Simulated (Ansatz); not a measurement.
# Residual resistivity of an alloy: Pt(111) with 4 layers of random Pt-Ir, 2x2, part 2 of 2

How strongly does chemical disorder scatter in Pt(111) with 4 layers of random Pt-Ir, 2x2?

Ansatz 0.2.0; Ansatz plane-wave DFT, PBE, PAW files; ballistic transport by layer matching (Landauer), zero bias; PAW set soft_1.

So far. Step 3 (With 8 alloy layers): Over the solved energies the transmission per spin lies between 2.81 and 3.17, out of 6.77 channels of the lead on average (up to 7.1).

### Step 4. With 12 alloy layers

In 12 layers a share of 0.75 of the sites is given to Ir at random. A fresh draw is used; the growth of the resistance with length is what counts.

System of this step: Pt(111) with 12 layers of random Pt-Ir, 2x2. The cell holds 72 atoms: 36 Pt and 36 Ir. Cell: a = 5.546 Å, b = 5.546 Å, c = 40.757 Å, α = 90.0°, β = 90.0°, γ = 120.0°. It derives from Pt. Regions: lead, 24 atoms (24 Pt); scattering region, 48 atoms (36 Ir and 12 Pt). The structure is stacked along c, and the current runs across the ab planes.

input.yaml

```yaml
crystal:
  lattice:
    - [5.5462627489, 0.0, 0.0]
    - [-2.7731313745, 4.8032044366, 0.0]
    - [0.0, 0.0, 40.7565411427]
  atoms:
    - { symbol: Pt, position: [0.0, 0.0, 0.0277777778] }
    - { symbol: Pt, position: [0.0, 0.5, 0.0277777778] }
    - { symbol: Pt, position: [0.5, 0.0, 0.0277777778] }
    - { symbol: Pt, position: [0.5, 0.5, 0.0277777778] }
    - { symbol: Pt, position: [0.1666666667, 0.3333333333, 0.0833333333] }
    - { symbol: Pt, position: [0.1666666667, 0.8333333333, 0.0833333333] }
    - { symbol: Pt, position: [0.6666666667, 0.3333333333, 0.0833333333] }
    - { symbol: Pt, position: [0.6666666667, 0.8333333333, 0.0833333333] }
    - { symbol: Pt, position: [0.3333333333, 0.1666666667, 0.1388888889] }
    - { symbol: Pt, position: [0.3333333333, 0.6666666667, 0.1388888889] }
    - { symbol: Pt, position: [0.8333333333, 0.1666666667, 0.1388888889] }
    - { symbol: Pt, position: [0.8333333333, 0.6666666667, 0.1388888889] }
    - { symbol: Ir, position: [0.0, 0.0, 0.1944444444] }
    - { symbol: Ir, position: [0.0, 0.5, 0.1944444444] }
    - { symbol: Ir, position: [0.5, 0.0, 0.1944444444] }
    - { symbol: Ir, position: [0.5, 0.5, 0.1944444444] }
    - { symbol: Ir, position: [0.1666666667, 0.3333333333, 0.25] }
    - { symbol: Ir, position: [0.1666666667, 0.8333333333, 0.25] }
    - { symbol: Pt, position: [0.6666666667, 0.3333333333, 0.25] }
    - { symbol: Ir, position: [0.6666666667, 0.8333333333, 0.25] }
    - { symbol: Ir, position: [0.3333333333, 0.1666666667, 0.3055555556] }
    - { symbol: Ir, position: [0.3333333333, 0.6666666667, 0.3055555556] }
    - { symbol: Ir, position: [0.8333333333, 0.1666666667, 0.3055555556] }
    - { symbol: Ir, position: [0.8333333333, 0.6666666667, 0.3055555556] }
    - { symbol: Ir, position: [0.0, 0.0, 0.3611111111] }
    - { symbol: Pt, position: [0.0, 0.5, 0.3611111111] }
    - { symbol: Ir, position: [0.5, 0.0, 0.3611111111] }
    - { symbol: Ir, position: [0.5, 0.5, 0.3611111111] }
    - { symbol: Ir, position: [0.1666666667, 0.3333333333, 0.4166666667] }
    - { symbol: Ir, position: [0.1666666667, 0.8333333333, 0.4166666667] }
    - { symbol: Ir, position: [0.6666666667, 0.3333333333, 0.4166666667] }
    - { symbol: Ir, position: [0.6666666667, 0.8333333333, 0.4166666667] }
    - { symbol: Ir, position: [0.3333333333, 0.1666666667, 0.4722222222] }
    - { symbol: Ir, position: [0.3333333333, 0.6666666667, 0.4722222222] }
    - { symbol: Ir, position: [0.8333333333, 0.1666666667, 0.4722222222] }
    - { symbol: Pt, position: [0.8333333333, 0.6666666667, 0.4722222222] }
    - { symbol: Pt, position: [0.0, 0.0, 0.5277777778] }
    - { symbol: Ir, position: [0.0, 0.5, 0.5277777778] }
    - { symbol: Pt, position: [0.5, 0.0, 0.5277777778] }
    - { symbol: Pt, position: [0.5, 0.5, 0.5277777778] }
    - { symbol: Ir, position: [0.1666666667, 0.3333333333, 0.5833333333] }
    - { symbol: Ir, position: [0.1666666667, 0.8333333333, 0.5833333333] }
    - { symbol: Ir, position: [0.6666666667, 0.3333333333, 0.5833333333] }
    - { symbol: Ir, position: [0.6666666667, 0.8333333333, 0.5833333333] }
    - { symbol: Ir, position: [0.3333333333, 0.1666666667, 0.6388888889] }
    - { symbol: Ir, position: [0.3333333333, 0.6666666667, 0.6388888889] }
    - { symbol: Ir, position: [0.8333333333, 0.1666666667, 0.6388888889] }
    - { symbol: Ir, position: [0.8333333333, 0.6666666667, 0.6388888889] }
    - { symbol: Pt, position: [0.0, 0.0, 0.6944444444] }
    - { symbol: Pt, position: [0.0, 0.5, 0.6944444444] }
    - { symbol: Ir, position: [0.5, 0.0, 0.6944444444] }
    - { symbol: Pt, position: [0.5, 0.5, 0.6944444444] }
    - { symbol: Ir, position: [0.1666666667, 0.3333333333, 0.75] }
    - { symbol: Pt, position: [0.1666666667, 0.8333333333, 0.75] }
    - { symbol: Ir, position: [0.6666666667, 0.3333333333, 0.75] }
    - { symbol: Ir, position: [0.6666666667, 0.8333333333, 0.75] }
    - { symbol: Pt, position: [0.3333333333, 0.1666666667, 0.8055555556] }
    - { symbol: Ir, position: [0.3333333333, 0.6666666667, 0.8055555556] }
    - { symbol: Pt, position: [0.8333333333, 0.1666666667, 0.8055555556] }
    - { symbol: Ir, position: [0.8333333333, 0.6666666667, 0.8055555556] }
    - { symbol: Pt, position: [0.0, 0.0, 0.8611111111] }
    - { symbol: Pt, position: [0.0, 0.5, 0.8611111111] }
    - { symbol: Pt, position: [0.5, 0.0, 0.8611111111] }
    - { symbol: Pt, position: [0.5, 0.5, 0.8611111111] }
    - { symbol: Pt, position: [0.1666666667, 0.3333333333, 0.9166666667] }
    - { symbol: Pt, position: [0.1666666667, 0.8333333333, 0.9166666667] }
    - { symbol: Pt, position: [0.6666666667, 0.3333333333, 0.9166666667] }
    - { symbol: Pt, position: [0.6666666667, 0.8333333333, 0.9166666667] }
    - { symbol: Pt, position: [0.3333333333, 0.1666666667, 0.9722222222] }
    - { symbol: Pt, position: [0.3333333333, 0.6666666667, 0.9722222222] }
    - { symbol: Pt, position: [0.8333333333, 0.1666666667, 0.9722222222] }
    - { symbol: Pt, position: [0.8333333333, 0.6666666667, 0.9722222222] }
kpoints:
  mp_grid: { grid: [5, 5, 1] }
hamiltonian:
  xc: pbe
  pseudopotentials: { kind: paw, azcp: { folder: soft_1 } }
scf:
  occupations: { method: fermi_dirac, width: 0.1 }
output:
  transmission:
    leads: [[0, 4]]
    kmesh: [10, 10]
    e_range: [-0.05, 0.05]
    de: 0.05
  write_potential: true
  write_density: true
  volumetric_format: npy
```

On the command line:

```console
ansatz run input.yaml --threads 4 --pin off --max-ram 15360MiB --backend cpu --events-out ev --progress --plain --runs-dir out
```

Numbers of over 12 decimals in the logs are rounded to 6 here.

Log:

```text
[...]
Crystal: 72 atoms, lattice volume = 1085.747 Å³
Basis set: ecut = 420 eV, 21305 PW (Γ)
Bands: 756, of which v1, the nominal top of the filled ones, is band 630 counted from 1 (629 counted from 0)
Symmetry: 1 space group operations
[...]
k-points: 13 of 25 (time reversal used)
[...]
SCF iter   1: F=—  HF=-880695.621067 eV  |F-HF|=—  |Δ(HF+E_count)|=         —  Δρ=1.87e-1  dr2=1.50e4  ethr=3.10e-3  ⟨swp⟩=5.0  Hψ=29442  notcnv=0  defer=335
[...]
SCF iter  12: F=-880613.022960 eV  HF=-880613.022960 eV  |F-HF|=5.68e-8  |Δ(HF+E_count)|=   4.89e-9  Δρ=3.27e-7  dr2=5.73e-8  ethr=7.94e-12  ⟨swp⟩=8.3  Hψ=28787  notcnv=0
SCF 1 converged in 12 iterations: F = -880613.022960 eV  dr2 = 5.73e-8
[...]
transmission: 381 of 3796 steps passed
transmission: 761 of 3796 steps passed
[...]
transmission: 3796 of 3796 steps passed
SCF converged after 12 iterations
Free energy (F): -880613.022960 eV
[...]
Internal energy: -880609.712622 eV  (E = F + TS)
E sigma→0 (E₀):  -880611.367791 eV
Entropy (-TS):   -3.310338 eV (-45.977 meV/atom)
Fermi energy:    23.643523 eV
[...]
--- Band table (eV; the first three rows and the last of 13) ---
  k-point 0: bands = [... 626 lower, 24.0324, 24.0420, 24.0460, 24.0558, 24.0692, 24.0853, 24.1038, 24.1295, ... 122 higher]
  k-point 1: bands = [... 626 lower, 23.7827, 23.7868, 23.7940, 23.8068, 23.8360, 23.8522, 23.8732, 23.8872, ... 122 higher]
  k-point 2: bands = [... 626 lower, 23.4469, 23.4943, 23.5175, 23.5358, 23.5581, 23.5649, 23.5818, 23.5978, ... 122 higher]
  k-point 12: bands = [... 626 lower, 23.5631, 23.5802, 23.6014, 23.6097, 23.6223, 23.6359, 23.6704, 23.6797, ... 122 higher]
--- Transmission ---
  basis      : 241 plane waves across, 73 finite elements along
  points     : 52, standing for a mesh of 10 x 10
[...]
channels       : 6.890000e0 a spin
[...]
junction   : crystal 0 to crystal 0, 0.70 to 39.19 Å
    transmission   : 2.875777e0 a spin
[...]
```

The job ended after 28 min (4 threads of Arm Neoverse V1, shared host; peak memory 8.3 GiB).

This step gave:

```
free energy                                    : -880613.0230 eV
energy at zero smearing                        : -880611.3678 eV
Fermi energy                                   : 23.64 eV
transmission per spin nearest the Fermi level  : 2.876
open channels per spin nearest the Fermi level : 6.89
step of the lead's potential                   : 11.8 meV
```

Per spin. The transmission, zone mean by energy, zero at the Fermi level:

| energy (eV) | transmission, zone mean |
| --- | --- |
| -0.0500 | 2.93 |
| 0.0000 | 2.88 |
| 0.0500 | 2.68 |

Over the solved energies the transmission per spin lies between 2.68 and 2.93, out of 6.77 channels of the lead on average (up to 7.06).

### Step 5. Resistance against length

This step: Ansatz plane-wave DFT, PBE, PAW files; ballistic transport by layer matching (Landauer), zero bias; residual resistivity from the slope of the area resistance, atoms on the host's lattice; PAW set soft_1 (Ansatz 0.2.0).

Numbers from this step:

```yaml
resistivity: 14.58 µΩ cm
intercept: 0.3357 fΩ m²
scatter_about_the_fit: 0.03342 fΩ m²
```

Resistance, by row:

| run | length (Å) | T | channels N | RA (fΩ m²) |
| --- | --- | --- | --- | --- |
| n4 | 9.057 | 3.607 | 6.753 | 0.4441 |
| n8 | 18.11 | 2.977 | 6.767 | 0.647 |
| n12 | 27.17 | 2.828 | 6.773 | 0.7081 |

The area resistance by length of the alloy:

| length of the alloy (Å) | area resistance (fΩ m²) |
| --- | --- |
| 9.06 | 0.444 |
| 18.11 | 0.647 |
| 27.17 | 0.708 |

The area resistance goes from 0.44 to 0.71 fΩ m² between 9.1 and 27.2 Å, a slope of 15 µΩ cm.

By hand from the end points: (0.7081 − 0.4441) fΩ m² / (27.17 − 9.06) Å = 15 µΩ cm, since 1 fΩ m² per Å is 1000 µΩ cm.

### Step 6. Results

- resistivity from the slope: 14.6 µΩ cm
- area resistance over 9.06 Å: 0.444 fΩ m²
- area resistance over 18.1 Å: 0.647 fΩ m²
- area resistance over 27.2 Å: 0.708 fΩ m²

**Reading.** The slope gives 15 µΩ cm. The points scatter by 0.033 fΩ m² about the line, with one random draw a length in a 2x2 cell, so the slope is a rough value. Read with a model of isotropic scattering on a spherical Fermi surface and the lead's 2.0×10¹⁵ S/m², this slope means a mean free path near 27 Å (a rough figure, since the alloy's own channel count differs); over these lengths the model's slope is 1.04 times its bulk resistivity, which would be 14 µΩ cm. The atoms sit on the host's lattice, so scattering by size misfit is left out. Spin-orbit coupling is left out, which matters for Ir and Pt.

[Logs are printed without paths, hosts, clocks, repeated set-up lines and the standing remarks that a program may print on its own settings, such as how far it seeks lower states.]

[Hosts, paths, dates, database ids (printed as entryN), source tags and the programs' standing remarks are cut or masked in the printed files.]
